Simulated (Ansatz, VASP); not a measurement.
**One calculation of SiNi3, two programs**

POSCAR

```
SiNi3
1.0
    3.4651445263      0.0000000000      0.0000000000
    0.0000000000      3.4651445263      0.0000000000
    0.0000000000      0.0000000000      3.4651445263
Si Ni
1 3
Direct
    0.0000000000      0.0000000000      0.0000000000
    0.0000000000      0.5000000000      0.5000000000
    0.5000000000      0.0000000000      0.5000000000
    0.5000000000      0.5000000000      0.0000000000
```

Contents of INCAR.step1:

```
  PREC = Accurate
  ENCUT = 600
  ISMEAR = 0
  SIGMA = 0.1
  LREAL = F
  LASPH = T
  NELM = 100
  GGA = PE
  ALGO = Normal
  EDIFF = 1E-4
  LWAVE = T
  LCHARG = F
```

Contents of INCAR.step2:

```
  PREC = Accurate
  ENCUT = 600
  EDIFF = 1E-6
  ISMEAR = 0
  SIGMA = 0.1
  LREAL = F
  LASPH = T
  NELM = 100
  ALGO = Normal
  ISIF = 3
  LWAVE = F
  LCHARG = F
  METAGGA = R2SCAN
  LMIXTAU = T
  IBRION = 2
  NSW = 100
  EDIFFG = -0.005
  ISTART = 1
```

The input KPOINTS:

```
Automatic mesh
0
Gamma
  12 12 12
```

Input for Ansatz:

```yaml
crystal:
  lattice:
    - [3.4651445315, 0.0, 0.0]
    - [0.0, 3.4651445315, 0.0]
    - [0.0, 0.0, 3.4651445315]
  atoms:
    - { symbol: Si, position: [0.0, 0.0, 0.0] }
    - { symbol: Ni, position: [0.0, 0.5, 0.5] }
    - { symbol: Ni, position: [0.5, 0.0, 0.5] }
    - { symbol: Ni, position: [0.5, 0.5, 0.0] }
basis:
  ecutwfc: 500
kpoints:
  mp_grid: { grid: [12, 12, 12] }
hamiltonian:
  xc: r2scan
scf:
  occupations: { method: gaussian, width: 0.1 }
output:
  forces: true
  stress: true
  eigenvalues: true
relax:
  adjacent_minimum: "off"
  f_tol: 0.005
  max_steps: 80
  cell: { stress_tol: 0.05 }
```

Alike in both runs: task relaxation of cell and atoms; functional r2SCAN; k mesh 12 × 12 × 12; occupations gaussian, width 0.1 eV; no spin polarisation.

|  | VASP | Ansatz |
| --- | --- | --- |
| version | VASP 6.6.1 | Ansatz 0.2.0 |
| potentials or method | VASP PAW PBE potentials, release 64 (Si, Ni) | scalar-relativistic, plane waves, PAW |
| plane-wave cutoff (eV) | 600 | 500 |
| valence electrons in the cell | 34 | 58 |

|  | VASP | Ansatz | Ansatz less VASP |
| --- | --- | --- | --- |
| gap on the k mesh at the Fermi level, each at its own relaxed structure (eV) | none | none | - |
| relaxed volume (Å³/atom) | 10.41 | 10.40 | -0.015 |
| relaxed cell length with the largest relative difference (Å) | 3.466 | 3.465 | -0.0017 |

A gap of «none» marks a metal or a gap that the smearing closes. The two sets of potentials don't hold the same shells in valence.

Caveats: the PAW data sets were made with another functional, which shifts forces and pressure a little (VASP). Spin polarisation is off, so any magnetic state and its effect on volume and gap are missing.
